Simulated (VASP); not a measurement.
Wanted: the native input for a VASP 6.6.1 run.

| Property | Result |
| --- | --- |
| Task | single point |
| Functional | PBEsol |
| Potentials or basis | VASP PAW PBE potentials, release 64 (C, H) |
| Cutoff | 520 eV |
| k mesh | 1 × 1 × 1 |
| Occupations | fermi-dirac, width 0.05 eV |
| Spin | no spin polarisation |
| Dipole correction | no |
| Further INCAR settings | LREAL = Auto; ALGO = Normal; EDIFF = 1e-06; NBANDS = 58 |

The structure of H4C lies in POSCAR:

```
H4C
1.0
    7.9581140000      0.0000000000      0.0000000000
    0.0000000000      7.9581140000      0.0000000000
    0.0000000000      0.0000000000      7.9581140000
C H
8 32
Direct
    0.2364756273      0.7191151069      0.2852183319
    0.4817347427      0.1200033073      0.8394576906
    1.0172133749      0.3574841979      1.0584668679
    0.5932687066      0.0081551986      0.2614564205
    0.4481338166      0.6215920003      0.8743780247
    0.6509205573      0.4998923112      0.4497296721
    0.8654437471      0.8569241406      0.8834253945
    1.0637696318      0.4133768378      0.6066638402
    0.3244236009      0.8094254493      0.2439522731
    0.2772516202      0.7069639867      0.4102982189
    0.2679026714      0.6205867370      0.1960012134
    0.0850578416      0.7374108991      0.2936248463
    0.5221463276      0.2461010234      0.9025756605
    0.5316711975      0.1213855444      0.7155589880
    0.3403947217      0.1302067299      0.8384524273
    0.5404295540      0.0459154016      0.9441558641
    1.0690221326      0.3302918254      1.1673620157
    1.0642345661      0.4751879654      1.0082665315
    0.8715632875      0.4041535469      1.0855084509
    1.0254439683      0.2635800392      0.9778573164
    0.5774735069     -0.0454253357      0.3772250561
    0.5868727188     -0.1018708704      0.1877454884
    0.7187632648      0.0506401391      0.2928708988
    0.5162655373      0.1114585692      0.2273151654
    0.3498190652      0.6959437877      0.8091238703
    0.3862095969      0.6165656838      0.9944064636
    0.5654103472      0.6692791785      0.8914800668
    0.4348266436      0.4960848764      0.8175303847
    0.5559357406      0.4974294161      0.3383088003
    0.6366332526      0.4267971029      0.5583986357
    0.6967103010      0.6377893054      0.4860950723
    0.7866311038      0.4555978967      0.3952946640
    0.7517484670      0.7700568250      0.8787509201
    0.9197656631      0.8599147989      0.7499515589
    0.9586065241      0.7969099211      0.9627406695
    0.8148036080      0.9698906047      0.9435527061
    1.0362756804      0.3270624171      0.4917119810
    0.9565206027      0.4179884832      0.6837675359
    1.1319390499      0.5460087654      0.5678983739
    1.2003095206      0.3952318351      0.6622800327
```

The cell was built by a generator and needn't be a form met in nature.

The input as run:

INCAR

```
SYSTEM = H4C
  PREC = Accurate
  ENCUT = 520
  EDIFF = 1E-6
  ISMEAR = -1
  SIGMA = 0.05
  LREAL = Auto
  LASPH = .TRUE.
  NELM = 100
  ALGO = Normal
  ISIF = 2
  LWAVE = .FALSE.
  LCHARG = .FALSE.
  GGA = PS
  NBANDS = 58
```

KPOINTS

```
Automatic mesh
0
G
  1 1 1
  0 0 0
```

Potentials or basis: VASP PAW PBE potentials, release 64 (C, H).

Launch:

```bash
$ cat potpaw_PBE.64/C/POTCAR potpaw_PBE.64/H/POTCAR > POTCAR
$ mpirun -np 1 vasp_gam > vasp.out
```

Results of the run:

```json
{"Pressure": "0.5 GPa", "Largest force": "7.806 eV/Å", "Band gap on the k mesh": "5.84 eV, direct"}
```

Caveat: the PAW data sets were made with another functional, which shifts forces and pressure a little.

Wall time 35 s on 1 thread of AMD EPYC 9R45 96-Core Processor (Zen 5), with other jobs on the host, peak memory 0.42 GiB.
